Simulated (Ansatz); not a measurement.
Calculated with Ansatz: I, vacancy hop by nudged elastic band

The input file (Ansatz 0.2.0, plane waves):

```yaml
crystal:
  lattice:
    - [7.311706, 4.832478, 0.0]
    - [7.311706, -4.832478, 0.0]
    - [0.0, 0.0, -9.856443]
  atoms:
    - { symbol: I, position: [0.07521485, 0.42625548, 0.88319555] }
    - { symbol: I, position: [0.17470632, 0.32251051, 0.38407876] }
    - { symbol: I, position: [0.32230646, 0.17704939, 0.61573734] }
    - { symbol: I, position: [0.07617365, 0.92760435, 0.88359289] }
    - { symbol: I, position: [0.17758314, 0.82880696, 0.38424599] }
    - { symbol: I, position: [0.42404743, 0.57392458, 0.11565408] }
    - { symbol: I, position: [0.32093017, 0.67549872, 0.61941296] }
    - { symbol: I, position: [0.57632381, 0.42435924, 0.8808087] }
    - { symbol: I, position: [0.67616195, 0.32381732, 0.38284933] }
    - { symbol: I, position: [0.92197788, 0.07553452, 0.12109754] }
    - { symbol: I, position: [0.82736123, 0.17265531, 0.61726582] }
    - { symbol: I, position: [0.57317595, 0.92604418, 0.88453662] }
    - { symbol: I, position: [0.67664251, 0.82306262, 0.38073291] }
    - { symbol: I, position: [0.92542854, 0.57385571, 0.11809869] }
    - { symbol: I, position: [0.82276865, 0.67577481, 0.61678051] }
kpoints:
  mp_grid: { grid: [2, 2, 2] }
magnetization:
  spin_polarized: false
scf:
  occupations: { method: fermi_dirac, width: 0.1 }
hamiltonian:
  pseudopotentials: { kind: paw }
  xc: pbe
basis:
  ecutwfc: 420
neb:
  images: 5
  relax_end_points: true
  climbing: true
  f_tol: 0.05
  max_iterations: 40
  order_check: false
  final_atoms:
    - { symbol: I, position: [0.07521485, 0.42625548, 0.88319555] }
    - { symbol: I, position: [0.17470632, 0.32251051, 0.38407876] }
    - { symbol: I, position: [0.32230646, 0.17704939, 0.61573734] }
    - { symbol: I, position: [0.07617365, 0.92760435, 0.88359289] }
    - { symbol: I, position: [0.17758314, 0.82880696, 0.38424599] }
    - { symbol: I, position: [0.42404743, 0.57392458, 0.11565408] }
    - { symbol: I, position: [0.32093017, 0.67549872, 0.61941296] }
    - { symbol: I, position: [0.57632381, 0.42435924, 0.8808087] }
    - { symbol: I, position: [0.67616195, 0.32381732, 0.38284933] }
    - { symbol: I, position: [0.92197788, 0.07553452, 0.12109754] }
    - { symbol: I, position: [0.82736123, 0.17265531, 0.61726582] }
    - { symbol: I, position: [0.42370338, 1.07498039, 1.11305515] }
    - { symbol: I, position: [0.67664251, 0.82306262, 0.38073291] }
    - { symbol: I, position: [0.92542854, 0.57385571, 0.11809869] }
    - { symbol: I, position: [0.82276865, 0.67577481, 0.61678051] }
```

The command:

```bash
ansatz run input.yaml --threads 4 --pin off --max-ram 8192MiB --backend cpu --events-out ev --progress --plain --runs-dir out
```

Origin of the cell: a database entry, scaled a little.

The cell is 2×2×1 cells of I with one I taken out; atom 12 (I) hops into the empty site, 2.67 Å away before the end points are relaxed. All atoms were shaken by about 0.02 Å first.

Output (shortened):

```
Warning: neb: disabling space-group detection — the band's intermediate images generally break the endpoint symmetry, so no spatial operation reduces the k-mesh or symmetrises the density, ex […]
Pseudopotentials: kind: paw
Pseudopotential: I, paw, valence charge 17, recommended cutoff 420 eV (normal), I.paw.azcp
Functional definition: PBE
  exchange = pbe_x(kappa = kappa, mu = beta*pi^2/3)
  correlation = pbe_c(beta = beta)
parallel-image band execution: 4 concurrent image workers
NEB image 0
Crystal: 15 atoms, lattice volume = 696.528 Å³
Basis set: ecut = 420 eV, 13613 PW (Γ), exchange–correlation on 120×120×144 points (8 copies of the dense FFT grid, shifted against one another)
Bands: 153, of which v1, the nominal top of the filled ones, is band 128 counted from 1 (127 counted from 0)
Symmetry: 1 space group operations
[… 3 lines left out …]
Initial density: superposition of atomic densities (neutral atoms: chi_scale 0, normalization atom), corrected by the library's trained network
Functional: x = pbe(κ = 0.804, μ = 0.219515), c = pbe(β = 0.066725)
SCF iter   1: F=—  HF=-112692.346962 eV  Δρ=1.83e-3  dr2=4.56e-2  defer=77
SCF iter   2: F=—  HF=-112692.348039 eV  Δρ=1.16e-3  dr2=2.26e-2  defer=86
SCF iter   3: F=—  HF=-112692.343469 eV  Δρ=4.91e-4  dr2=4.01e-3  defer=86
[… 3 lines left out …]
SCF iter   7: F=—  HF=-112692.342786 eV  Δρ=1.29e-5  dr2=2.09e-6  defer=86
SCF iter   8: F=—  HF=-112692.342786 eV  Δρ=4.68e-6  dr2=3.06e-7  defer=86
SCF iter   9: F=-112692.342786 eV  HF=-112692.342786 eV  Δρ=1.66e-6  dr2=3.23e-8
NEB iter   1: max|band force component| = 7.411e-1 eV/Å  barrier→ = 1.3658 eV  barrier← = 1.3657 eV  Δτ_max = 0.2000 Å  (69 SCF iters)
NEB iter   2: max|band force component| = 3.829e-1 eV/Å  barrier→ = 0.9259 eV  barrier← = 0.9259 eV  CI = image 3  Δτ_max = 0.2000 Å  (47 SCF iters)
NEB iter   3: max|band force component| = 4.498e-1 eV/Å  barrier→ = 0.8731 eV  barrier← = 0.8730 eV  CI = image 3  Δτ_max = 0.1007 Å  (47 SCF iters)
NEB iter   4: max|band force component| = 1.558e-1 eV/Å  barrier→ = 0.8526 eV  barrier← = 0.8526 eV  CI = image 3  Δτ_max = 0.1005 Å  (45 SCF iters)
NEB iter   5: max|band force component| = 1.076e-1 eV/Å  barrier→ = 0.8352 eV  barrier← = 0.8351 eV  CI = image 3  Δτ_max = 0.1000 Å  (47 SCF iters)
NEB iter   6: max|band force component| = 2.015e-1 eV/Å  barrier→ = 0.8244 eV  barrier← = 0.8243 eV  CI = image 3  Δτ_max = 0.0487 Å  (47 SCF iters)
NEB iter   7: max|band force component| = 9.397e-2 eV/Å  barrier→ = 0.8223 eV  barrier← = 0.8222 eV  CI = image 3  Δτ_max = 0.0339 Å  (41 SCF iters)
NEB iter   8: max|band force component| = 4.137e-2 eV/Å  barrier→ = 0.8220 eV  barrier← = 0.8219 eV  CI = image 3  Δτ_max = 0.0000 Å  (36 SCF iters)
--- NEB band (7 images, 8 band iterations, 379 SCF iterations, 265 more in tests of the images' electronic states and relaxations of end points) ---
  forward barrier  = 0.822018 eV
  backward barrier = 0.821949 eV
  lagrangian_above_aufbau_ev (what the smearing adds, to first order; not taken off the barriers): saddle image -0.203390 eV, end points -0.148749 and -0.148874 eV
  climbing image's point = of an order that was not read
  energies are F+E_penalty+E_count in eV, relative to image 0
  image     s (Å)  Δ vs image 0  max|band force component| (eV/Å)
      0    0.0000      0.000000                                 —
      1    0.8976      0.057088                          3.105e-2
      2    1.7951      0.508666                          4.137e-2
  *   3    2.6926      0.822018                          7.800e-3
      4    3.5847      0.513029                          2.584e-2
      5    4.4769      0.060071                          3.131e-2
      6    5.3692      0.000069                                 —
```

The converged band:

```
image  path over all atoms (Å)  ΔF (eV)    I x      y   z (Å)
    0                     0.00    0.000  10.96  -2.69   -8.89
    1                     0.90    0.057  10.97  -2.68   -8.97
    2                     1.80    0.509  10.97  -2.65   -9.25
    3                     2.69    0.822  10.97  -2.42   -9.86
    4                     3.58    0.513  10.97  -2.18  -10.46
    5                     4.48    0.060  10.97  -2.16  -10.74
    6                     5.37    0.000  10.96  -2.14  -10.82
```

Relaxed start, forces in eV/Å:

```xyz
15
Lattice="7.312 4.832 0.000 7.312 -4.832 0.000 0.000 0.000 -9.856" Properties=species:S:1:pos:R:3:forces:R:3 pbc="T T T" image=0
I     3.653   -2.049   -8.633    0.000    0.000    0.000
I     3.658    0.202   -3.443    0.000    0.000    0.000
I     3.655    1.174   -6.168    0.001    0.000    0.000
I     7.093   -4.514   -8.632    0.000   -0.001    0.001
I     7.098   -2.803   -3.705    0.000    0.000   -0.001
I     7.310   -1.242   -1.241    0.000    0.000    0.000
I     7.310   -1.242   -6.169    0.000    0.000    0.000
I     7.523    0.319   -8.632    0.000    0.000    0.000
I     7.529    2.031   -3.706    0.000    0.000   -0.001
I     7.311    3.592   -1.241    0.000    0.000    0.000
I     7.311    3.591   -6.169    0.000    0.000    0.000
I    10.964   -2.688   -8.894    0.000    0.000    0.000
I    10.968   -0.437   -3.707    0.000    0.000    0.000
I    10.966    1.173   -1.242    0.000    0.000    0.000
I    10.966    1.173   -6.170    0.000    0.000    0.000
```

Highest image (3), forces in eV/Å:

```xyz
15
Lattice="7.312 4.832 0.000 7.312 -4.832 0.000 0.000 0.000 -9.856" Properties=species:S:1:pos:R:3:forces:R:3 pbc="T T T" image=3
I     3.655   -1.724   -8.610    0.000    0.008   -0.005
I     3.654   -0.959   -3.640    0.001    0.002   -0.006
I     3.655    0.469   -6.046    0.000   -0.003   -0.002
I     7.344   -4.123   -8.660    0.007    0.002   -0.001
I     7.464   -3.131   -3.729    0.000    0.004    0.002
I     7.341   -0.711   -1.199    0.007   -0.001    0.001
I     7.464   -1.709   -6.130    0.000   -0.005   -0.002
I     7.277    0.711   -8.661   -0.008    0.002   -0.001
I     7.157    1.704   -3.730   -0.001    0.004    0.002
I     7.280    4.121   -1.200   -0.007   -0.001    0.000
I     7.158    3.125   -6.131   -0.002   -0.005   -0.002
I    10.965   -2.416   -9.856    0.000   -0.001    0.001
I    10.965   -0.470   -3.812    0.001    0.003    0.002
I    10.966    1.714   -1.251    0.000   -0.007    0.005
I    10.965    0.957   -6.220    0.001   -0.003    0.006
```

Relaxed end, forces in eV/Å:

```xyz
15
Lattice="7.312 4.832 0.000 7.312 -4.832 0.000 0.000 0.000 -9.856" Properties=species:S:1:pos:R:3:forces:R:3 pbc="T T T" image=6
I     3.655   -1.189   -8.620    0.000    0.004    0.004
I     3.655   -1.187   -3.689    0.000    0.002   -0.002
I     3.656    0.423   -6.153    0.000   -0.002    0.001
I     7.320   -3.592   -8.619   -0.001    0.000    0.001
I     7.319   -3.595   -3.690   -0.001    0.003   -0.002
I     7.087   -0.318   -1.228    0.001    0.002   -0.002
I     7.106   -2.032   -6.154   -0.001   -0.002    0.001
I     7.301    1.243   -8.620    0.000   -0.002    0.000
I     7.302    1.242   -3.692    0.000   -0.001    0.001
I     7.532    4.511   -1.228   -0.001    0.000    0.000
I     7.517    2.803   -6.155    0.001    0.001    0.001
I    10.964   -2.141  -10.821    0.000   -0.001   -0.001
I    10.964   -1.168   -3.691    0.001   -0.002    0.003
I    10.966    2.034   -1.227    0.000   -0.001   -0.003
I    10.965   -0.195   -6.414    0.000   -0.001   -0.002
```

Barrier of this path: 0.82 eV forwards, 0.82 eV backwards, after 8 band iterations.

Caveats: no moments, though an odd count or open d shells may carry them; no spin-orbit coupling, though heavy elements are present; the k mesh is coarse if the cell is a metal; a small cell with a neutral vacancy and no spin, whose shape can make like sites unlike; the cell is held at a rescaled volume, and strain moves barriers; the hop was drawn among near neighbours and need not be the easiest path; few images and a loose tolerance, and neither the top nor the ends were tested for their order; another atom moves far along the path.

Time: 9.4 min on 4 threads of Intel(R) Xeon(R) 6975P-C (Granite Rapids), on a shared host, peak memory 4.7 GiB, from the program's own first density.
